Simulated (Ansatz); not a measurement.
In doubt: masses and optical values from hybrid runs of this build are listed as unsure, which bears on the screening that GW takes from such a start.

CdTe (F-43m), computed twice by G0W0.

```
Cd Te
1.0
     0.00000    3.24000    3.24000
     3.24000    0.00000    3.24000
     3.24000    3.24000    0.00000
Cd Te
1 1
Cartesian
  0.0000 0.0000 0.0000
  1.6200 1.6200 1.6200
```

The cell and positions come from the Crystallography Open Database and are kept as given unless a step says otherwise. Spin-orbit coupling is left out unless a run names it.

The first (Ansatz 0.2.0; start HSE06, 6×6×6 mesh, 610 empty bands, screening to 250 eV, hard PAW files; 1 × NVIDIA H100 80GB HBM3 (shared by 6 runs) with 3 threads of AMD EPYC 7R13 (Zen 3), shared host) gave, on its mesh: starting gap 1.63 eV, G0W0 gap 1.95 eV, RPA ε∞ (mean) 6.65, 2.1 min.

The second gave: starting gap 2.23 eV, G0W0 gap 2.13 eV, RPA ε∞ (mean) 5.71, 2.5 min.

What was changed in the input? Choose among start, files, mesh, bands and cutoff, frequency model or another key.

Changed: start from HSE06 to PBE0. A jump of this size in the start, with ε∞ moving the other way, marks another functional. Other changes could give like numbers; this is the one that was made.

Limits: not at the basis limit; no spin-orbit coupling.

[Paths, hosts, dates, memory and timing lines, banners, echoed tables and standing remarks are left out of the program output.]

[Logs are printed without paths, hosts, clocks, repeated set-up lines and the standing remarks that a program may print on its own settings, such as how far it seeks lower states.]

[Runs of the session that timed out or met a known fault of the program may be left out.]

[Cells called generated may have been cut or substituted from an entry of the Crystallography Open Database or the Materials Project.]

[Hosts, paths, dates, database ids (printed as entryN), source tags and the programs' standing remarks are cut or masked in the printed files.]
